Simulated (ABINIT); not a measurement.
# Hg in ABINIT: tuning ranks

The system is Hg.

```xyz
3
Lattice="4.5400 0.0000 0.0000 -2.2700 3.9318 0.0000 0.0000 0.0000 3.8700" Properties=species:S:1:pos:R:3 pbc="T T T"
Hg    2.2405    1.3425    1.9415
Hg   -0.0178   -0.0302    0.0604
Hg    0.0260    2.6171    1.9120
```

The cell isn't the ideal one: atoms moved at random, drawn with an rms of 0.05 Å.

```yaml
Program: ABINIT 10.8.3 (patched build)
Task: single point
Functional: LDA
Potentials_or_basis: JTH PAW LDA v2.0
Cutoff: 517 eV
k_mesh: 6 × 6 × 6
Occupations: gaussian, width 0.1 eV
Spin: no spin polarisation
```

These are the settings of the first run; the series varies ranks, with any setting tied to it.

Hardware: Arm Neoverse N1.

| ranks | energy less the last converged row (meV/atom) | SCF cycles | wall time (s) |
| --- | --- | --- | --- |
| 1 ranks over k points | 0.00 | 52 | 970 |
| 2 ranks over k points | 0.00 | 51 | 480 |
| 4 ranks over k points | 0.00 | 51 | 250 |
| 8 ranks over k points | 0.00 | 71 | 170 |
| 12 ranks over k points | 0.00 | 55 | 99 |
| 16 ranks over k points | 0.00 | 50 | 65 |
| 24 ranks over k points | 0.00 | 56 | 54 |
| 32 ranks over k points | 0.00 | 51 | 42 |
| 48 ranks over k points | 0.00 | 58 | 38 |
| 2 ranks over bands | 0.00 | 33 | 380 |
| 4 ranks over bands | 0.00 | 21 | 150 |
| 8 ranks over bands | 0.00 | 15 | 65 |

Fastest here: 48 ranks over k points (38 s), level within noise with 32 ranks over k points; slowest of those that converged: 1 ranks over k points (970 s). These are single runs, one after another on one machine, so differences under about a fifth mean little.

The run has no spin-orbit coupling, so splittings on Hg are missing.
